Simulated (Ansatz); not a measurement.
GeO2 (alpha-quartz type, space group P3_121)

```cif
data_Ge3O6
_chemical_formula_sum 'Ge3 O6'
_space_group_name_H-M_alt 'P 1'
_space_group_IT_number 1
_cell_length_a 4.98872
_cell_length_b 4.98872
_cell_length_c 5.67527
_cell_angle_alpha 90.000
_cell_angle_beta 90.000
_cell_angle_gamma 120.000
loop_
_space_group_symop_operation_xyz
  'x, y, z'
loop_
_atom_site_label
_atom_site_type_symbol
_atom_site_fract_x
_atom_site_fract_y
_atom_site_fract_z
_atom_site_occupancy
Ge1 Ge 0.45108 0.00000 0.33333 1
Ge2 Ge 0.00000 0.45108 0.66667 1
Ge3 Ge 0.54892 0.54892 0.00000 1
O1 O 0.39622 0.30313 0.24343 1
O2 O 0.69687 0.09309 0.57676 1
O3 O 0.90691 0.60378 0.91010 1
O4 O 0.09309 0.69687 0.42324 1
O5 O 0.30313 0.39622 0.75657 1
O6 O 0.60378 0.90691 0.08990 1
```

The volume is varied about the relaxed value V₀ at fixed cell shape. The atoms relax within the cell's symmetry.

Computed with r2SCAN (plane waves to 500 eV, PAW, scalar-relativistic; Ansatz, a first-principles code). k mesh 8×8×6 (Γ-centred), Fermi-Dirac smearing 0.05 eV. The energy includes the smearing's −TS. Compression counts positive. With the shape held, the modulus is that of even scaling; a crystal free to change shape is softer. GeO2 was relaxed with its symmetry unable to fall. ΔE is measured from the relaxed starting cell.

```json
[
 {"V (Å³/cell)": "102.75", "ΔE (eV/atom)": "0.0620", "P (GPa)": "10.6"},
 {"V (Å³/cell)": "106.01", "ΔE (eV/atom)": "0.0409", "P (GPa)": "8.2"},
 {"V (Å³/cell)": "109.27", "ΔE (eV/atom)": "0.0249", "P (GPa)": "6.1"},
 {"V (Å³/cell)": "112.53", "ΔE (eV/atom)": "0.0133", "P (GPa)": "4.2"},
 {"V (Å³/cell)": "115.80", "ΔE (eV/atom)": "0.0056", "P (GPa)": "2.6"},
 {"V (Å³/cell)": "119.06", "ΔE (eV/atom)": "0.0013", "P (GPa)": "1.2"},
 {"V (Å³/cell)": "122.32", "ΔE (eV/atom)": "0.0000", "P (GPa)": "0.0"},
 {"V (Å³/cell)": "125.58", "ΔE (eV/atom)": "0.0013", "P (GPa)": "-1.1"},
 {"V (Å³/cell)": "128.84", "ΔE (eV/atom)": "0.0048", "P (GPa)": "-2.0"},
 {"V (Å³/cell)": "132.11", "ΔE (eV/atom)": "0.0103", "P (GPa)": "-2.8"},
 {"V (Å³/cell)": "135.37", "ΔE (eV/atom)": "0.0176", "P (GPa)": "-3.6"},
 {"V (Å³/cell)": "138.63", "ΔE (eV/atom)": "0.0264", "P (GPa)": "-4.2"},
 {"V (Å³/cell)": "141.89", "ΔE (eV/atom)": "0.0367", "P (GPa)": "-4.9"}
]
```

Summary:

```yaml
pressure_at_the_smallest_volume: 10.6 GPa
energy_cost_of_the_largest_compression: 62.0 meV/atom
energy_cost_of_the_largest_expansion: 36.7 meV/atom
Bulk modulus at fixed cell shape B₀ (third-order Birch-Murnaghan fit): 43.1 GPa
Pressure derivative B₀′ (fit): 3.9
equilibrium_volume_of_the_fit: 13.59 Å³/atom
Pressure for 5 % compression (fit): 2.4 GPa
```

(Under strain, the slope of the energy per volume gives the stress and its curvature an elastic modulus.)
